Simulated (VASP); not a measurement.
The system is HfS2.

```xyz
3
Lattice="3.6397 0.0000 0.0000 -1.8198 3.1520 0.0000 0.0000 0.0000 6.0556" Properties=species:S:1:pos:R:3 pbc="T T T"
Hf    0.0000    0.0000    0.0000
S     1.8198    1.0507    4.6262
S     0.0000    2.1014    1.4294
```

The cell is a database's computed one.

- Program: VASP 6.6.1
- Task: relaxation of cell and atoms
- Functional: PBEsol
- Potentials or basis: VASP PAW PBE potentials, release 64 (Hf_pv, S)
- Cutoff: 600 eV
- k mesh: 9 × 9 × 5
- Occupations: gaussian, width 0.03 eV
- Spin: no spin polarisation

At the start: pressure -1.9 GPa; volume 23.16 Å³/atom.

Question: Where does the relaxation end?

Answer: Over 13 steps the energy falls by 5.2 meV/atom and the volume is 22.12 Å³/atom (-4.5 %); space group P-3m1 (No. 164, to 0.05 Å).

The path:
```csv
step,energy change (eV),largest force (eV/Å),pressure (GPa),volume (Å³)
1,0.0000,0.0666,-1.91,69.47
2,0.0004,0.4345,2.44,66.73
3,-0.0102,0.1752,0.17,68.09
4,-0.0136,0.0727,0.02,67.96
5,-0.0140,0.0229,-0.05,67.90
6,-0.0141,0.0238,-0.05,67.83
7,-0.0144,0.0267,0.00,67.63
8,-0.0149,0.0324,0.09,67.23
9,-0.0155,0.0431,0.28,66.42
10,-0.0155,0.0361,0.23,66.41
11,-0.0157,0.0128,0.08,66.38
12,-0.0156,0.0314,-0.21,66.33
13,-0.0157,0.0024,-0.02,66.36
```

Final structure:
```yaml
crystal:
  lattice:
    - [3.58794, 0.00000, 0.00000]
    - [-1.79397, 3.10725, 0.00000]
    - [0.00000, 0.00000, 5.95268]
  atoms:
    - { symbol: Hf, position: [0.00000, 0.00000, 0.00000] }
    - { symbol: S, position: [0.66667, 0.33333, 0.75685] }
    - { symbol: S, position: [0.33333, 0.66667, 0.24315] }
```

Caveat: the PAW data sets were made with another functional, which shifts forces and pressure a little; this functional lacks dispersion, which binds the layers, so the pressure and a relaxed spacing across them are unreliable.
